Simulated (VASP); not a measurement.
Crystal: WC (Qusongite).

```xyz
2
Lattice="2.9065 0.0000 0.0000 -1.4532 2.5171 0.0000 0.0000 0.0000 2.8366" Properties=species:S:1:pos:R:3 pbc="T T T"
W     0.0000    0.0000    0.0000
C     1.4533    0.8390    1.4183
```

```yaml
Program: VASP 6.6.1
Task: relaxation of cell and atoms
Functional: BLYP
Dispersion: D4
Potentials_or_basis: VASP PAW PBE potentials, release 64 (W_sv, C)
Cutoff: 600 eV
k_mesh: 10 × 10 × 9
Occupations: fermi-dirac, width 0.05 eV
Spin: no spin polarisation
```

At the start: pressure 6.8 GPa; volume 10.38 Å³/atom.

Task: How do energy, volume and symmetry change on relaxing?

Result: Over 6 steps the energy falls by 3.9 meV/atom and the volume is 10.56 Å³/atom (+1.8 %); space group P-6m2 (No. 187, to 0.05 Å).

Step by step:
| step | energy change (eV) | largest force (eV/Å) | pressure (GPa) | volume (Å³) |
| --- | --- | --- | --- | --- |
| 1 | 0.0000 | 0.0000 | 6.82 | 20.75 |
| 2 | 0.0433 | 0.0000 | -15.81 | 22.11 |
| 3 | -0.0076 | 0.0000 | -0.13 | 21.12 |
| 4 | -0.0076 | 0.0000 | -0.01 | 21.11 |
| 5 | -0.0077 | 0.0000 | 0.03 | 21.12 |
| 6 | -0.0077 | 0.0000 | 0.01 | 21.12 |

Final structure:
```xyz
2
Lattice="2.9255 0.0000 0.0000 -1.4628 2.5336 0.0000 0.0000 0.0000 2.8490" Properties=species:S:1:pos:R:3 pbc="T T T"
W     0.0000    0.0000    0.0000
C     1.4627    0.8445    1.4245
```

Caveat: the PAW data sets were made with another functional, which shifts forces and pressure a little; pairwise dispersion overbinds metals, which lowers pressure and volume.
